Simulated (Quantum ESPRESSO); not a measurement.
# GaP: single point with PBE

GaP:

```xyz
2
Lattice="0.0000 2.8723 2.6436 2.8723 0.0000 2.6436 2.8723 2.8723 0.0000" Properties=species:S:1:pos:R:3 pbc="T T T"
Ga    0.0000    0.0000    0.0000
P     1.4361    1.4361    1.3218
```

Measurements of this composition are mostly on another form, of space group No. 216.

* Program: Quantum ESPRESSO 7.5
* Task: single point
* Functional: PBE
* Potentials or basis: PseudoDojo 0.4.1 SR PBE standard
* Cutoff: 1088 eV
* Density cutoff: 4354 eV
* k mesh: 8 × 8 × 8
* Occupations: gaussian, width 0.01 eV
* Spin: no spin polarisation
* Mixing beta: 0.5
* Most SCF iterations: 120
* SCF threshold: 4e-10 Ry

| Quantity | Value |
| --- | --- |
| Pressure | -3.1 GPa |
| Band gap on the k mesh | 0.91 eV, direct |

Stress tensor (GPa, compression positive):
```
-4.83  0.00  0.00
 0.00 -4.83  0.00
 0.00  0.00  0.30
```

Levels at points of the mesh, in eV from the valence-band top:
| k point | band 5 | band 6 | band 7 | band 8 | band 9 | band 10 | band 11 | band 12 | band 13 | band 14 |
| --- | --- | --- | --- | --- | --- | --- | --- | --- | --- | --- |
| (0.00, 0.00, 0.00) | -14.64 | -12.20 | -0.38 | -0.38 | 0.00 | 0.91 | 3.56 | 3.75 | 3.75 | 8.22 |
| (0.00, 0.00, -0.50) | -14.63 | -10.37 | -6.47 | -1.55 | -0.97 | 1.08 | 4.20 | 4.88 | 7.92 | 9.95 |
| (0.00, -0.50, -0.50) | -14.63 | -9.68 | -6.82 | -2.51 | -2.46 | 1.73 | 1.89 | 9.41 | 9.49 | 9.91 |
| (-0.50, -0.50, 0.00) | -14.62 | -9.37 | -6.33 | -3.02 | -3.02 | 1.13 | 1.24 | 9.74 | 9.74 | 10.68 |

Run time: 61 s on 1 thread of Intel(R) Xeon(R) Platinum 8375C CPU @ 2.90GHz (Ice Lake), with other jobs on the host, peak memory 0.1 GiB.

A k mesh can miss the band edges. PBE gaps usually lie below the measured ones, often by a third to a half.
